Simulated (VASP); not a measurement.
# Ta (Im-3m) in VASP: settings compared

Aim: see how the results for Ta move with the level of theory and the settings. Levels: PBEsol, r2SCAN. Tasks: single point.

Program: VASP 6.6.1. These are calculated values, not measurements. Logs are shortened: lines on timing, memory, paths and dates and some standing lists are left out, and cuts for length are marked.

### 1 The crystal as given

It takes space group Im-3m (No. 229, cubic). The conventional cell has a = 3.282 Å, b = 3.282 Å, c = 3.282 Å, α = 90.00°, β = 90.00°, γ = 90.00°. Ta (site symmetry m-3m) is surrounded by 8 Ta at 2.84 Å.

### 2 Single point, PBEsol

INCAR

```
  PREC = Accurate
  ENCUT = 700
  EDIFF = 1E-6
  ISMEAR = 0
  SIGMA = 0.1
  LREAL = F
  LASPH = T
  NELM = 60
  ALGO = Normal
  ISIF = 2
  LWAVE = F
  LCHARG = T
  GGA = PS
  LELF = T
  LVHAR = T
```

KPOINTS

```
Automatic mesh
0
Gamma
  18 18 18
```

POSCAR

```
Ta
1.0
   -1.6407700000      1.6407700000      1.6407700000
    1.6407700000     -1.6407700000      1.6407700000
    1.6407700000      1.6407700000     -1.6407700000
Ta
1
Direct
    0.0000000000      0.0000000000      0.0000000000
```

Potentials or basis: VASP PAW PBE potentials, release 64 (Ta_pv).

Run with:

```sh
cat potpaw_PBE.64/Ta_pv/POTCAR > POTCAR
mpirun -np 1 vasp_std > vasp.out
```

OUTCAR:

```text
PREC = Accurate
   ENCUT = 700
   EDIFF = 1E-6
   ISMEAR = 0
   LREAL = F
   LASPH = T
   NELM = 60
   ISIF = 2
   GGA = PS

 ion  position               nearest neighbor table
   1  0.000  0.000  0.000-

  LATTYP: Found a body centered cubic cell.
 ALAT       =     3.2815400000

  Lattice vectors:

 A1 = (  -1.6407700000,   1.6407700000,   1.6407700000)
 A2 = (   1.6407700000,  -1.6407700000,   1.6407700000)
 A3 = (   1.6407700000,   1.6407700000,  -1.6407700000)

Analysis of symmetry for initial positions (statically):
=====================================================================
 Subroutine PRICEL returns:
 Original cell was already a primitive cell.

 Routine SETGRP: Setting up the symmetry group for a
 body centered cubic supercell.

 Subroutine GETGRP returns: Found 48 space group operations
 (whereof 48 operations were pure point group operations)
 out of a pool of 48 trial point group operations.

The static configuration has the point symmetry O_h .

Analysis of symmetry for dynamics (positions and initial velocities):
=====================================================================
 Subroutine PRICEL returns:
 Original cell was already a primitive cell.

 Routine SETGRP: Setting up the symmetry group for a
 body centered cubic supercell.

 Subroutine GETGRP returns: Found 48 space group operations
 (whereof 48 operations were pure point group operations)
 out of a pool of 48 trial point group operations.

The dynamic configuration has the point symmetry O_h .

 Subroutine INISYM returns: Found 48 space group operations
 (whereof 48 operations are pure point group operations),
 and found     1 'primitive' translations

----------------------------------------------------------------------------------------

                                     Primitive cell

  volume of cell :      17.6686

  direct lattice vectors                    reciprocal lattice vectors
    -1.640770000  1.640770000  1.640770000     0.000000000  0.304734972  0.304734972
     1.640770000 -1.640770000  1.640770000     0.304734972  0.000000000  0.304734972
     1.640770000  1.640770000 -1.640770000     0.304734972  0.304734972  0.000000000

  length of vectors
     2.841897004  2.841897004  2.841897004     0.430960330  0.430960330  0.430960330

  position of ions in fractional coordinates (direct lattice)
     0.000000000  0.000000000  0.000000000

  ion indices of the primitive-cell ions
   primitive index   ion index
                 1           1

----------------------------------------------------------------------------------------

 KPOINTS: Automatic mesh

Automatic generation of k-mesh.
 Grid dimensions read from file:
 generate k-points for:   18   18   18

 Generating k-lattice:

  Cartesian coordinates                     Fractional coordinates (reciprocal lattice)
     0.000000000  0.016929721  0.016929721     0.055555556  0.000000000  0.000000000
     0.016929721  0.000000000  0.016929721     0.000000000  0.055555556  0.000000000
     0.016929721  0.016929721  0.000000000     0.000000000  0.000000000  0.055555556

  Length of vectors
     0.023942241  0.023942241  0.023942241

  Shift w.r.t. Gamma in fractional coordinates (k-lattice)
     0.000000000  0.000000000  0.000000000

 Subroutine IBZKPT returns following result:
 ===========================================

 Found    195 irreducible k-points:

 Following reciprocal coordinates:
            Coordinates               Weight
  0.000000  0.000000  0.000000      1.000000
  0.055556  0.000000  0.000000     12.000000
  0.111111  0.000000  0.000000     12.000000
  0.166667  0.000000  0.000000     12.000000
  0.222222  0.000000  0.000000     12.000000
  0.277778  0.000000  0.000000     12.000000
[... 16 lines left out ...]
  0.333333  0.111111  0.000000     48.000000
  0.388889  0.111111  0.000000     48.000000
 [... further k-points ...]
   k-points           NKPTS =    195   k-points in BZ     NKDIM =    195   number of bands    NBANDS=      9
   number of dos      NEDOS =    301   number of ions     NIONS =      1
   total plane-waves  NPLWV =  21952
   dimension x,y,z NGX =    28 NGY =   28 NGZ =   28
   dimension x,y,z NGXF=    56 NGYF=   56 NGZF=   56
   ions per type =               1
   NGX,Y,Z   is equivalent  to a cutoff of  16.38, 16.38, 16.38 a.u.
   NGXF,Y,Z  is equivalent  to a cutoff of  32.76, 32.76, 32.76 a.u.
 SYSTEM =  unknown system
   PREC   = accura    normal or accurate (medium, high low for compatibility)
   ISTART =      0    job   : 0-new  1-cont  2-samecut
   ICHARG =      2    charge: 1-file 2-atom 10-const
   ISPIN  =      1    spin polarized calculation?
   LNONCOLLINEAR =      F non collinear calculations
   LSORBIT =      F    spin-orbit coupling
   LASPH  =      T    aspherical Exc in radial PAW
   ENCUT  =  700.0 eV  51.45 Ry    7.17 a.u.   6.13  6.13  6.13*2*pi/ulx,y,z
   NELM   =     60;   NELMIN=  2; NELMDL= -5     # of ELM steps
   EDIFF  = 0.1E-05   stopping-criterion for ELM
   LREAL  =      F    real-space projection
   EDIFFG = 0.1E-04   stopping-criterion for IOM
   NSW    =      0    number of steps for IOM
   IBRION =     -1    ionic relax: 0-MD 1-quasi-New 2-CG
   NFREE  =      0    steps in history (QN), initial steepest desc. (CG)
   ISIF   =      2    stress and relaxation
   ISYM   =      2    0-nonsym 1-usesym 2-fastsym
   POTIM  = 0.5000    time-step for ionic-motion
   TEBEG  =    0.0;   TEEND  =   0.0 temperature during run
   PSTRESS=    0.0 pullay stress
   NELECT =      11.0000    total number of electrons
   NUPDOWN=      -1.0000    fix difference up-down
   EMIN   =  10.00;   EMAX   =-10.00  energy-range for DOS
   EFERMI =   0.00;   METHOD = LEGACY
   ISMEAR =     0;   SIGMA  =   0.10  broadening in eV -4-tet -1-fermi 0-gaus
   EFERMI_NEDOS =   21; number of points for ismear=-14 and -15
   IALGO  =     38    algorithm
   IMIX   =      4    mixing-type and parameters
     AMIX     =   0.40;   BMIX     =  1.00
     AMIX_MAG =   1.60;   BMIX_MAG =  1.00
  volume/ion in A,a.u.               =      17.67       119.23
  Fermi-wavevector in a.u.,A,eV,Ry     =   1.397885  2.641619 26.586895  1.954082
  Thomas-Fermi vector in A             =   2.521097
   LORBIT       =      0    0 simple, 1 ext, 2 COOP (PROOUT), +10 PAW based schemes
   GGA     = PS    functional components
   LHFCALC =     F    Hartree Fock is set to
   AEXX    =    0.0000 exact exchange contribution
   IVDW    =     0    specifies the selected vdW correction
   LEPSILON=     F    determine dielectric tensor
   LRPA    =     F    only Hartree local field effects (RPA)
 non-spin polarized calculation
 Gauss-broadening in eV      SIGMA  =   0.10
  energy-cutoff  :      700.00
  volume of cell :       17.67
 maximum number of plane-waves:       767
 NGX is ok and might be reduce to    28
   NGX = 13   NGY = 13   NGZ = 13

 number of electron      11.0000001 magnetization

 Free energy of the ion-electron system (eV)
  ---------------------------------------------------
  ext. energy  EPLUGINS =         0.00000000
  ---------------------------------------------------
  free energy    TOTEN  =       -12.55569083 eV

  energy without entropy =      -12.54973740  energy(sigma->0) =      -12.55271411

 E-fermi :   5.4851     XC(G=0): -12.8265

 val. band max:        5.4849184309   @ k =   0.1667   0.0000   0.0000
 cond. band min:       5.4888787335   @ k =  -0.1667   0.2222   0.0556
 fundamental gap:      0.0039603026
 Fermi energy:         5.4851382002

 k-point     1 :       0.0000    0.0000    0.0000
  band No.  band energies     occupation
      1     -27.4689      2.00000
      2     -27.4689      2.00000
      3     -27.4689      2.00000
      4      -2.5265      2.00000
      5       6.1974      0.00000
      6       6.1974      0.00000
      7       6.1974      0.00000
      8       9.5362      0.00000
      9       9.5362      0.00000

 k-point     2 :       0.0556    0.0000    0.0000
  band No.  band energies     occupation
      1     -27.5105      2.00000
      2     -27.4816      2.00000
      3     -27.4692      2.00000
      4      -2.3842      2.00000
      5       6.1043      0.00000
      6       6.1717      0.00000
      7       6.3366      0.00000
      8       9.3817      0.00000
      9       9.5361      0.00000

 k-point     3 :       0.1111    0.0000    0.0000
  band No.  band energies     occupation
      1     -27.6287      2.00000
      2     -27.5180      2.00000
      3     -27.4699      2.00000
      4      -1.9727      2.00000
      5       5.8481      0.00000
      6       6.0621      0.00000
      7       6.7498      0.00000
      8       9.0597      0.00000
      9       9.5438      0.00000

 k-point     4 :       0.1667    0.0000    0.0000
  band No.  band energies     occupation
      1     -27.8057      2.00000
      2     -27.5731      2.00000
      3     -27.4710      2.00000
      4      -1.3402      2.00000
      5       5.4849      1.00248
      6       5.8169      0.00000
      7       7.4241      0.00000
      8       8.8405      0.00000
      9       9.5793      0.00000

 k-point     5 :       0.2222    0.0000    0.0000
  band No.  band energies     occupation
      1     -28.0167      2.00000
      2     -27.6401      2.00000
      3     -27.4724      2.00000
      4      -0.5768      2.00000
      5       5.0789      2.00000
      6       5.4965      0.87265
      7       8.3364      0.00000
      8       8.8585      0.00000
      9       9.6634      0.00000

 k-point     6 :       0.2778    0.0000    0.0000
  band No.  band energies     occupation
      1     -28.2343      2.00000
      2     -27.7104      2.00000
      3     -27.4739      2.00000
      4       0.1677      2.00000
      5       4.6851      2.00000
      6       5.3137      1.98468
      7       9.0566      0.00000
      8       9.4495      0.00000
      9       9.8078      0.00000
[... 169 lines left out ...]
 k-point    21 :       0.2222    0.1111    0.0000
  band No.  band energies     occupation
      1     -28.2627      2.00000
      2     -27.7230      2.00000
      3     -27.5248      2.00000
      4       0.5305      2.00000
      5       4.6598      2.00000
      6       4.9917      2.00000
      7       8.6712      0.00000
      8      10.0087      0.00000
      9      10.1731      0.00000

 k-point    22 :       0.2778    0.1111    0.0000
  band No.  band energies     occupation
      1     -28.4305      2.00000
      2     -27.8017      2.00000
      3     -27.5286      2.00000
      4       1.0968      2.00000
      5       4.3529      2.00000
      6       5.1014      2.00000
      7       8.9572      0.00000
      8      10.3001      0.00000
      9      11.2787      0.00000

 k-point    23 :       0.3333    0.1111    0.0000
  band No.  band energies     occupation
      1     -28.5636      2.00000
      2     -27.8664      2.00000
      3     -27.5312      2.00000
      4       1.3550      2.00000
      5       4.1305      2.00000
      6       5.5893      0.14090
      7       9.2240      0.00000
      8      10.4301      0.00000
      9      12.5388      0.00000

 k-point    24 :       0.3889    0.1111    0.0000
  band No.  band energies     occupation
      1     -28.6488      2.00000
      2     -27.9086      2.00000
      3     -27.5328      2.00000
      4       1.4088      2.00000
      5       3.9936      2.00000
      6       6.2021      0.00000
      7       9.2932      0.00000
      8      10.6266      0.00000
      9      13.5729      0.00000

 [... further k-points ...]

------------------------ aborting loop because EDIFF is reached ----------------------------------------

  FORCE on cell =-STRESS in cart. coord.  units (eV):
  Direction    XX          YY          ZZ          XY          YZ          ZX
  --------------------------------------------------------------------------------------
  -------------------------------------------------------------------------------------
  Total        0.0019488      0.0019488      0.0019488      0.0000000     -0.0000000     -0.0000000
  in kB        0.1767134      0.1767134      0.1767134      0.0000000     -0.0000000     -0.0000000
  external PRESSURE =       0.1767134 kB  Pullay stress =       0.0000000 kB

 VOLUME and BASIS-vectors are now :
 -----------------------------------------------------------------------------
  energy-cutoff  :      700.00
  volume of cell :       17.67
      direct lattice vectors                 reciprocal lattice vectors
    -1.640770000  1.640770000  1.640770000     0.000000000  0.304734972  0.304734972
     1.640770000 -1.640770000  1.640770000     0.304734972  0.000000000  0.304734972
     1.640770000  1.640770000 -1.640770000     0.304734972  0.304734972  0.000000000

 POSITION                                       TOTAL-FORCE (eV/Angst)
 -----------------------------------------------------------------------------------
      0.00000      0.00000      0.00000         0.000000      0.000000      0.000000
 -----------------------------------------------------------------------------------
    total drift:                                0.000000      0.000000      0.000000

  FREE ENERGIE OF THE ION-ELECTRON SYSTEM (eV)
  ---------------------------------------------------
  free  energy   TOTEN  =       -12.5556908320 eV

  energy  without entropy=      -12.5497373967  energy(sigma->0) =      -12.55271411
```

Run time: 30 s. Hardware: 1 thread of AMD EPYC 9R45 (Zen 5), shared host; peak memory 0.17 GiB.

What came out:

| Quantity | Value |
| --- | --- |
| Free energy | -12.5557 eV |
| Pressure | 0.0 GPa |
| Band gap on the k mesh | none (metal or under the smearing width) |

Caveat: the PAW data sets were made with another functional, which shifts forces and pressure a little. Spin-orbit coupling is left out, which matters for the levels of Ta.

### 3 Single point, PBEsol

INCAR: that of step 2 with these lines changed.

```diff
@@ -1,3 +1,3 @@
   PREC = Accurate
-  ENCUT = 700
+  ENCUT = 520
   EDIFF = 1E-6
```

KPOINTS

```
Automatic mesh
0
Gamma
  28 28 28
```

POSCAR is that of step 2.

Potentials or basis: VASP PAW PBE potentials, release 64 (Ta_pv).

Run with:

```sh
cat potpaw_PBE.64/Ta_pv/POTCAR > POTCAR
mpirun -np 1 vasp_std > vasp.out
```

It took 53 s on 1 thread of AMD EPYC 9R45 (Zen 5), shared host; peak memory 0.19 GiB.

It converged, with:

| Quantity | Value |
| --- | --- |
| Free energy | -12.5542 eV |
| Pressure | 0.1 GPa |
| Band gap on the k mesh | none (metal or under the smearing width) |

Levels at points of the mesh, in eV from the Fermi level:
```
           k point  band 3  band 4  band 5  band 6  band 7  band 8  band 9
(0.00, 0.00, 0.00)  -32.94   -7.99    0.73    0.73    0.73    4.07    4.07
(0.50, 0.00, 0.00)  -32.95   -4.47   -1.60    1.71    3.96    5.01    8.01
(0.50, 0.50, 0.50)  -33.81   -3.92   -3.92    7.01    7.01    7.01    8.85
```

Caveat: the PAW data sets were made with another functional, which shifts forces and pressure a little. The run has no spin-orbit coupling, so splittings on Ta are missing.

### 4 Single point, PBEsol

INCAR: that of step 3 with these lines changed.

```diff
@@ -4,3 +4,3 @@
   ISMEAR = 0
-  SIGMA = 0.1
+  SIGMA = 0.5
   LREAL = F
```

KPOINTS

```
Automatic mesh
0
Gamma
  18 18 18
```

POSCAR is that of step 3.

Run with:

```sh
cat potpaw_PBE.64/Ta_pv/POTCAR > POTCAR
mpirun -np 1 vasp_std > vasp.out
```

Run time: 18 s. Hardware: 1 thread of AMD EPYC 9R45 (Zen 5), shared host; peak memory 0.13 GiB.

The run converged. Its results:

```
Free energy            : -12.6307 eV
Pressure               : 0.9 GPa
Band gap on the k mesh : none (metal or under the smearing width)
```

Levels at points of the mesh, in eV from the Fermi level:
```tsv
k point	band 4	band 5	band 6	band 7	band 8	band 9
(0.00, 0.00, 0.00)	-8.06	0.67	0.67	0.67	4.01	4.01
(0.50, 0.00, 0.00)	-4.53	-1.66	1.65	3.90	4.96	7.95
(0.50, 0.50, 0.50)	-3.98	-3.98	6.96	6.96	6.96	8.79
```

Caveat: the PAW data sets were made with another functional, which shifts forces and pressure a little. Spin-orbit coupling is left out, which matters for the levels of Ta.

### 5 Single point, PBEsol

INCAR: that of step 4 with these lines changed.

```diff
@@ -1,6 +1,6 @@
   PREC = Accurate
-  ENCUT = 520
+  ENCUT = 900
   EDIFF = 1E-6
   ISMEAR = 0
-  SIGMA = 0.5
+  SIGMA = 0.1
   LREAL = F
```

KPOINTS is that of step 4.

POSCAR is that of step 4.

Run with:

```sh
cat potpaw_PBE.64/Ta_pv/POTCAR > POTCAR
mpirun -np 1 vasp_std > vasp.out
```

Wall time 29 s (1 thread of AMD EPYC 9R45 (Zen 5), shared host); peak memory 0.19 GiB.

Results (log left out):

```
Free energy            : -12.5557 eV
Pressure               : 0.0 GPa
Band gap on the k mesh : none (metal or under the smearing width)
```

Levels at points of the mesh, in eV from the Fermi level:
| k point | band 2 | band 3 | band 4 | band 5 | band 6 | band 7 | band 8 | band 9 |
| --- | --- | --- | --- | --- | --- | --- | --- | --- |
| (0.00, 0.00, 0.00) | -32.95 | -32.95 | -8.01 | 0.71 | 0.71 | 0.71 | 4.05 | 4.05 |
| (0.50, 0.00, 0.00) | -33.36 | -32.96 | -4.48 | -1.62 | 1.69 | 3.94 | 5.00 | 7.99 |
| (0.50, 0.50, 0.50) | -33.83 | -33.83 | -3.94 | -3.94 | 6.99 | 6.99 | 6.99 | 8.83 |

Caveat: the PAW data sets were made with another functional, which shifts forces and pressure a little.

### 6 Single point, r2SCAN

INCAR: that of step 5 with these lines changed.

```diff
@@ -1,3 +1,3 @@
   PREC = Accurate
-  ENCUT = 900
+  ENCUT = 520
   EDIFF = 1E-6
@@ -12,3 +12,4 @@
   LCHARG = T
-  GGA = PS
+  METAGGA = R2SCAN
+  LMIXTAU = T
   LELF = T
```

KPOINTS is that of step 5.

POSCAR is that of step 5.

Potentials or basis: VASP PAW PBE potentials, release 64 (Ta_pv).

Run with:

```sh
cat potpaw_PBE.64/Ta_pv/POTCAR > POTCAR
mpirun -np 1 vasp_std > vasp.out
```

It took 1.8 min on 1 thread of AMD EPYC 9R45 (Zen 5), shared host; peak memory 0.14 GiB.

The run converged. Its results:

```
Free energy            : -48.5762 eV
Pressure               : 5.1 GPa
Band gap on the k mesh : none (metal or under the smearing width)
```

Levels at points of the mesh, in eV from the Fermi level:
```csv
k point,band 1,band 2,band 3,band 4,band 5,band 6,band 7,band 8,band 9
"(0.00, 0.00, 0.00)",-34.15,-34.15,-34.15,-8.41,0.84,0.84,0.84,4.39,4.39
"(0.50, 0.00, 0.00)",-35.46,-34.56,-34.15,-4.65,-1.63,1.56,4.28,5.37,8.28
"(0.50, 0.50, 0.50)",-35.05,-35.05,-35.05,-4.07,-4.07,7.27,7.27,7.27,9.20
```

Caveat: the PAW data sets were made with another functional, which shifts forces and pressure a little. The run has no spin-orbit coupling, so splittings on Ta are missing.

### 7 The runs side by side

| level | k mesh | cutoff (eV) | smearing | gap on the mesh (eV) | pressure (GPa) |
| --- | --- | --- | --- | --- | --- |
| PBEsol | 18 × 18 × 18 | 700 | gaussian 0.1 eV | none | 0.0 |
| PBEsol | 28 × 28 × 28 | 520 | gaussian 0.1 eV | none | 0.1 |
| PBEsol | 18 × 18 × 18 | 520 | gaussian 0.5 eV | none | 0.9 |
| PBEsol | 18 × 18 × 18 | 900 | gaussian 0.1 eV | none | 0.0 |
| r2SCAN | 18 × 18 × 18 | 520 | gaussian 0.1 eV | none | 5.1 |

Alike in all rows: task single point; potentials or basis VASP PAW PBE potentials, release 64 (Ta_pv); no spin polarisation; cell as given.

Every run on the cell as given and a fine mesh finds a metal. The pressure there spans 0.0 GPa (PBEsol) to 5.1 GPa (r2SCAN); a positive pressure means that this level wants a larger cell, a negative one a smaller.

Caveats: the PAW data sets were made with another functional, which shifts forces and pressure a little.

Absolute energies hang on the potentials; compare differences alone.
